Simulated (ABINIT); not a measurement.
# CdTe (F-43m) in ABINIT: further runs, part 2 of 2

ABINIT 10.8.3 (patched build). Earlier steps stand in the parts before.

### Step 3. Single point, PBE

Input file run.abi:

```
pp_dirpath "./"
pseudos "Te.upf, Cd.upf"

acell 3*1.0
rprim
     0.0000000000     6.0565722294     6.0565722294
     6.0565722294     0.0000000000     6.0565722294
     6.0565722294     6.0565722294     0.0000000000
ntypat 2
znucl 52 48
natom 2
typat 1 2
xred
     0.7500000000     0.7500000000     0.7500000000
     0.0000000000     0.0000000000     0.0000000000

ecut 47.0

kptopt 1
ngkpt 5 5 5
nshiftk 1
shiftk 0.0 0.0 0.0

ixc 11

nband 22
occopt 3
tsmear 0.05 eV

nstep 100
tolvrs 1.0e-10

iomode 3
prtwf 0
prtden 0
prteig 0
prtebands 0
enunit 1
prtvol 2
```

Potentials or basis: PseudoDojo NC SR PBE v0.4.1 standard.

The run is started by

```sh
abinit run.abi > log 2>&1
```

Run time: 2.4 min. Hardware: 1 thread of Intel Xeon at 2.70GHz, shared host; peak memory 0.12 GiB.

The run converged. Its results:

```
Free energy                                           : -7625.2458 eV
Band gap on the k mesh                                : 0.87 eV, direct
Valence electrons inside the program's atomic spheres : Te 11.96; Cd 17.17
```

Levels at points of the mesh, in eV from the valence-band top:
| k point | band 15 | band 16 | band 17 | band 18 | band 19 | band 20 | band 21 | band 22 |
| --- | --- | --- | --- | --- | --- | --- | --- | --- |
| (0.00, 0.00, 0.00) | -8.12 | 0.00 | 0.00 | 0.00 | 0.87 | 4.60 | 4.60 | 4.60 |

Caveat: the cutoff is too short for stress, so the log's stress isn't used; spin-orbit coupling is left out, which moves the levels of the heavy elements.

### Step 4. Single point, PBE

Input file run.abi:

```
# Pseudopotentials
pp_dirpath "./"
pseudos "Te.upf, Cd.upf"

# Structure
acell 8.5652865883 8.5652865883 8.5652865883
rprim
     0.0000000000     0.7071067812     0.7071067812
     0.7071067812     0.0000000000     0.7071067812
     0.7071067812     0.7071067812     0.0000000000
ntypat 2
znucl 52 48
natom 2
typat 1 2
xred
     0.7500000000     0.7500000000     0.7500000000
     0.0000000000     0.0000000000     0.0000000000

# Plane-wave basis
ecut 47.0

# k points
kptopt 1
ngkpt 5 5 5
nshiftk 1
shiftk 0.0 0.0 0.0

# Exchange and correlation
ixc 11

# Bands and occupations
nband 22
occopt 3
tsmear 0.05 eV

# SCF cycle
nstep 100
tolvrs 1.0e-10

# Output
iomode 3
prtwf 0
prteig 0
prtebands 0
enunit 1
prtden 1
prtvha 1
prtvclmb 1
prtpot 1
prtelf 1
```

The run is started by

```sh
abinit run.abi > log 2>&1
```

Run time: 2.3 min. Hardware: 1 thread of Intel Xeon at 2.70GHz, shared host; peak memory 0.12 GiB.

It converged, with:

```
Free energy                                           : -7625.2458 eV
Band gap on the k mesh                                : 0.87 eV, direct
Valence electrons inside the program's atomic spheres : Te 11.96; Cd 17.17
```

Levels at points of the mesh, in eV from the valence-band top:
| k point | band 16 | band 17 | band 18 | band 19 | band 20 | band 21 |
| --- | --- | --- | --- | --- | --- | --- |
| (0.00, 0.00, 0.00) | 0.00 | 0.00 | 0.00 | 0.87 | 4.60 | 4.60 |

Caveat: the cutoff is too short for stress, so the log's stress isn't used; spin-orbit coupling is left out, which moves the levels of the heavy elements.

### Step 5. Relaxation of cell and atoms, PBEsol

Input file run.abi:

```
pp_dirpath "./"
pseudos "Te.upf, Cd.upf"

acell 4.5325544674 4.5325544674 4.5325544674 Angstrom
rprim
     0.0000000000     0.7071067812     0.7071067812
     0.7071067812     0.0000000000     0.7071067812
     0.7071067812     0.7071067812     0.0000000000
ntypat 2
znucl 52 48
natom 2
typat 1 2
chkprim 0
chksymtnons 0
tolsym 1.0e-6
xred
            3/4            3/4            3/4
            0.0            0.0            0.0

ecut 51.0
ecutsm 0.5

kptopt 1
ngkpt 5 5 5
nshiftk 1
shiftk 0.0 0.0 0.0

ixc -116133

nband 22
occopt 3
tsmear 0.00183747

nstep 80
tolvrs 1.0e-12

iomode 3
prteig 0
prtebands 0
prtwf 0
prtden 0

ionmov 2
optcell 2
ntime 50
tolmxf 2.0e-5
dilatmx 1.08
```

Potentials or basis: PseudoDojo NC SR PBEsol v0.4.1 standard.

The run is started by

```sh
abinit run.abi > log 2>&1
```

run.abo:

```text
.Version 10.8.3 of ABINIT
 Symmetries : space group F-4 3 m (#216); Bravais cF (face-center cubic)
================================================================================
 Values of the parameters that define the memory need of the present run
     intxc =       0    ionmov =       2      iscf =       7    lmnmax =       6
     lnmax =       6     mgfft =      60  mpssoang =       3    mqgrid =    3001
     natom =       2  nloc_mem =       1    nspden =       1   nspinor =       1
    nsppol =       1      nsym =      24    n1xccc =    2501    ntypat =       2
    occopt =       3   xclevel =       2
       mpw =        9754          nfft =      216000          nkpt =          10
================================================================================
================================================================================

--------------------------------------------------------------------------------
------------- Echo of variables that govern the present computation ------------
[... 563 lines left out ...]
- sigma(3 3)= -4.11054840E-03  sigma(2 1)=  0.00000000E+00

== END DATASET(S) ==============================================================
================================================================================

 -outvars: echo values of variables after computation  --------
            acell      8.6808891020E+00  8.6808891020E+00  8.6808891020E+00 Bohr
           etotal     -2.7991464941E+02
            fcart      5.3547596425E-32 -5.3547596425E-32 -5.3547596425E-32
                      -5.3547596425E-32  5.3547596425E-32  5.3547596425E-32
            rprim      0.0000000000E+00  7.0710678119E-01  7.0710678119E-01
                       7.0710678119E-01  0.0000000000E+00  7.0710678119E-01
                       7.0710678119E-01  7.0710678119E-01  0.0000000000E+00
           strten     -1.3971470031E-07 -1.3971470031E-07 -1.3971470030E-07
                       0.0000000000E+00  0.0000000000E+00  0.0000000000E+00
           xangst      4.8723850509E+00  4.8723850509E+00  4.8723850509E+00
                       3.9648968676E-30  4.7100159707E-30 -1.2639809706E-29
             xred      7.5000000000E-01  7.5000000000E-01  7.5000000000E-01
                      -1.8309345134E-30 -2.0603249747E-30  3.2809479836E-30
 Calculation completed.
```

Wall time 6.6 min (1 thread of Arm Neoverse V1, shared host); peak memory 0.16 GiB.

Results:

```
Free energy                            : -7616.8656 eV
Relaxed volume                         : 34.27 Å³/atom
Relaxed cell                           : a = 4.594 Å, b = 4.594 Å, c = 4.594 Å, α = 60.00°, β = 60.00°, γ = 60.00°
Space group after relaxing (to 0.05 Å) : F-43m (No. 216)
Energy gained by relaxing              : 7.5 meV/atom
Ionic steps                            : 4
Pressure after relaxing                : 0.0 GPa
Band gap on the k mesh                 : 0.63 eV, direct
```

Step by step:
| step | energy change (eV) | largest force (eV/Å) | pressure (GPa) | volume (Å³) |
| --- | --- | --- | --- | --- |
| 1 | 0.0000 | 0.0000 | 1.83 | 65.84 |
| 2 | -0.0039 | 0.0000 | 1.56 | 66.21 |
| 3 | -0.0149 | 0.0000 | 0.08 | 68.43 |
| 4 | -0.0149 | 0.0000 | 0.00 | 68.55 |

Final structure:
```
Te Cd
1.0
     0.00000    3.24826    3.24826
     3.24826    0.00000    3.24826
     3.24826    3.24826    0.00000
Te Cd
1 1
Direct
  0.75000 0.75000 0.75000
  0.00000 0.00000 0.00000
```

Caveat: spin-orbit coupling is left out, which moves the levels of the heavy elements; an odd mesh through Γ misses points on the zone boundary, where band edges often lie.

### Step 6. Single point, PBEsol (cell relaxed)

Input file run.abi:

```
# Pseudopotentials
pp_dirpath "./"
pseudos "Te.upf, Cd.upf"

# Structure
acell 3*1.0 Angstrom
rprim
     0.0000000000     3.2482567000     3.2482567000
     3.2482567000     0.0000000000     3.2482567000
     3.2482567000     3.2482567000     0.0000000000
ntypat 2
znucl 52 48
natom 2
typat 1 2
xred
     0.7500000000     0.7500000000     0.7500000000
     0.0000000000     0.0000000000     0.0000000000
chkprim 0
chksymtnons 0
tolsym 1.0e-6

# Plane-wave basis
ecut 51.0

# k points
kptopt 1
ngkpt 5 5 5
nshiftk 1
shiftk 0.0 0.0 0.0

# Exchange and correlation
ixc -116133

# Bands and occupations
nband 22
occopt 3
tsmear 0.00183747

# SCF cycle
nstep 100
tolvrs 1.0e-10

# Output
iomode 3
prtwf 0
prtden 0
prteig 0
prtebands 0
enunit 2
```

Potentials or basis: PseudoDojo NC SR PBEsol v0.4.1 standard.

The run is started by

```sh
abinit run.abi > log 2>&1
```

Wall time 1.7 min (1 thread of Arm Neoverse V1, shared host); peak memory 0.15 GiB.

It converged, with:

```yaml
Free_energy: -7616.8658 eV
Pressure: 0.0 GPa
Band_gap_on_the_k_mesh: 0.63 eV, direct
Valence_electrons_inside_the_program's_atomic_spheres: Te 11.96; Cd 17.16
```

Levels at points of the mesh, in eV from the valence-band top:
| k point | band 15 | band 16 | band 17 | band 18 | band 19 | band 20 | band 21 | band 22 |
| --- | --- | --- | --- | --- | --- | --- | --- | --- |
| (0.00, 0.00, 0.00) | -7.97 | 0.00 | 0.00 | 0.00 | 0.63 | 4.57 | 4.57 | 4.57 |

Caveat: spin-orbit coupling is left out, which moves the levels of the heavy elements.

### Step 7. Summary

| task | level | potentials or basis | cell | cutoff (eV) | cell freedom (optcell) | optimiser (ionmov) | cutoff smearing ecutsm (Ha) | force stop (Ha/bohr) | fine-grid cutoff | gap on the mesh (eV) | pressure (GPa) |
| --- | --- | --- | --- | --- | --- | --- | --- | --- | --- | --- | --- |
| relaxation of cell and atoms | LDA | JTH PAW LDA v2.0 | relaxed | 463 | 2 | 2 | 0.5 | 2e-05 | 925.187 eV | 0.60 | - |
| single point | PBE | PseudoDojo NC SR PBE v0.4.1 standard | as given | 1279 | - | - | - | - | - | 0.87 | - |
| relaxation of cell and atoms | PBEsol | PseudoDojo NC SR PBEsol v0.4.1 standard | relaxed | 1388 | 2 | 2 | 0.5 | 2e-05 | - | 0.63 | 0.0 |
| single point | PBEsol | PseudoDojo NC SR PBEsol v0.4.1 standard | cell relaxed | 1388 | - | - | - | - | - | 0.63 | 0.0 |

Alike in all rows: no spin polarisation; k mesh 5 × 5 × 5; smearing fermi-dirac 0.05 eV.

Caveats: spin-orbit coupling is left out, which moves the levels of the heavy elements; an odd mesh through Γ misses points on the zone boundary, where band edges often lie (some runs).

Absolute energies hang on the potentials; compare differences alone.

### Step 8. Against experiment

Step 3. Against the measured gap of CdTe, 1.607 eV (0 K; a printed reference work, data compilation), the calculated 0.87 eV is off by -0.74 eV. Spin-orbit coupling on Cd, Te is left out. The value is that of PBE, without temperature or zero-point motion. Semilocal functionals fall short of measured gaps as a rule.

Step 4. Against the measured gap of CdTe, 1.607 eV (0 K; a printed reference work, data compilation), the calculated 0.87 eV is off by -0.74 eV. Spin-orbit coupling on Cd, Te is left out. The value is that of PBE, without temperature or zero-point motion. Semilocal functionals fall short of measured gaps as a rule.
